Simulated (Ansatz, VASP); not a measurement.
## C in VASP and in Ansatz

```
CELL_PARAMETERS angstrom
4.83523 0.00000 0.00000
-2.41762 4.18743 0.00000
0.00000 0.00000 1.25866
ATOMIC_POSITIONS crystal
C 0.00000 0.00000 0.00000
C 0.33333 0.66667 0.50000
C 0.66667 0.33333 0.50000
```

Alike in both runs: functional LDA; k mesh 11 × 11 × 16; occupations fermi-dirac, width 0.1 eV; no spin polarisation.

Ansatz relaxed the structure, and its values are those at the end. VASP's run is a single point on that final structure, the one shown.

|  | VASP | Ansatz |
| --- | --- | --- |
| version | VASP 6.6.1 | Ansatz 0.2.0 |
| potentials or method | VASP PAW LDA potentials, release 64 (C), cutoff 520 eV | all-electron LAPW, scalar-relativistic |

```csv
,VASP,Ansatz,Ansatz less VASP
pressure (GPa),24.1,24.0,-0.13
```

Ansatz ran all-electron here, so the differences hold the error of VASP's frozen core and of both bases.

Caveats: so large a pressure means that the cell lies far from this level's equilibrium, or that cutoff or potentials fall short (VASP).
